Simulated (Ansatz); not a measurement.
# Thermal properties of Al from its phonons

Theory: DFT PBEsol, scalar-relativistic, plane waves, PAW (Ansatz). Plane waves to 420 eV; Γ-centred k mesh 20×20×20; Fermi-Dirac smearing of 0.15 eV. No spin polarisation. Phonons by linear response, acoustic sum rule imposed.

The cell, relaxed at this level:
```
CELL_PARAMETERS angstrom
0.00000 2.00823 2.00823
2.00823 0.00000 2.00823
2.00823 2.00823 0.00000
ATOMIC_POSITIONS crystal
Al 0.00000 0.00000 0.00000
```

In a metal, frequencies and elastic constants depend on the k mesh and the smearing, soft modes and shear constants most. Some empty bands missed the eigensolver's threshold.

Force constants from linear response on a 4×4×4 q mesh, interpolated to a fine mesh.

Phonon density of states, in bins of 5 cm⁻¹:
```csv
bin centre (cm⁻¹),share of modes (%)
2.5,0.0
7.5,0.0
12.5,0.0
17.5,0.0
22.5,0.0
27.5,0.0
32.5,0.0
37.5,0.1
42.5,0.1
47.5,0.1
52.5,0.1
57.5,0.1
62.5,0.2
67.5,0.2
72.5,0.2
77.5,0.3
82.5,0.3
87.5,0.4
92.5,0.4
97.5,0.5
102.5,0.5
107.5,0.6
112.5,0.7
117.5,0.8
122.5,1.0
127.5,1.1
132.5,1.4
137.5,1.7
142.5,2.3
147.5,2.8
152.5,2.8
157.5,2.9
162.5,3.0
167.5,3.1
172.5,3.2
177.5,3.3
182.5,3.4
187.5,3.4
192.5,3.5
197.5,3.6
202.5,3.0
207.5,2.5
212.5,2.2
217.5,2.0
222.5,1.7
227.5,1.7
232.5,1.7
237.5,1.7
242.5,1.7
247.5,1.7
252.5,1.6
257.5,1.6
262.5,1.5
267.5,1.3
272.5,1.0
277.5,1.4
282.5,2.3
287.5,3.8
292.5,4.2
297.5,4.2
302.5,2.9
307.5,2.2
312.5,1.7
317.5,1.3
322.5,0.7
327.5,0.1
```

Question: What is the zero-point energy per atom?

Answer: 39.6 meV.

Question: How large are the vibrational entropy and heat capacity at 300 K?

Answer: S = 3.23 k_B and C_V = 2.74 k_B per atom, 91 % of the Dulong–Petit value.

Question: Tabulate them against temperature.

Answer:
```csv
T (K),F_vib (meV/atom),S (k_B/atom),C_V (k_B/atom)
100,37.6,0.77,1.49
200,24.8,2.17,2.45
300,1.3,3.23,2.74
400,-30.1,4.03,2.85
500,-67.7,4.67,2.90
600,-110.3,5.20,2.93
700,-157.1,5.66,2.95
800,-207.6,6.05,2.96
900,-261.3,6.40,2.97
1000,-317.8,6.71,2.97
```